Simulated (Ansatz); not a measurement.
PbSe:

```xyz
2
Lattice="3.7843 0.0000 0.0000 0.0000 3.7843 0.0000 0.0000 0.0000 3.7843" Properties=species:S:1:pos:R:3 pbc="T T T"
Pb    0.0000    0.0000    0.0000
Se    1.8922    1.8922    1.8922
```

Measurements of this composition are mostly on another form, of space group No. 225.

- Program: Ansatz 0.2.0
- Task: relaxation of cell and atoms
- Functional: LDA
- Potentials or basis: Ansatz PAW
- Cutoff: 420 eV (not typed: the program's choice for these potentials)
- k mesh: 7 × 7 × 7
- Occupations: fermi-dirac, width 0.05 eV
- Spin: no spin polarisation

At the start: volume 27.10 Å³/atom.

Problem. Where does the relaxation end?

Solution. It ends after 5 steps and the volume is 24.68 Å³/atom (-8.9 %); space group Pm-3m (No. 221, to 0.05 Å).

The path:
```tsv
step	energy change (eV)	largest force (eV/Å)	volume (Å³)
1	0.0000	0.0000	54.20
2	-0.0759	0.0000	48.30
3	-0.0802	0.0000	49.55
4	-0.0804	0.0000	49.36
5	-0.0797	0.0000	49.36
```

Final structure:
```
CELL_PARAMETERS angstrom
3.66819 0.00000 0.00000
0.00000 3.66819 0.00000
0.00000 0.00000 3.66819
ATOMIC_POSITIONS crystal
Pb 0.00000 0.00000 0.00000
Se 0.50000 0.50000 0.50000
```

Caveat: the plane-wave basis is chosen anew once the cell has moved, so the energies of steps on either side of that aren't comparable; the PAW data sets come from PBE, with cores solved anew for the run's functional, which leaves a small shift of forces and pressure.
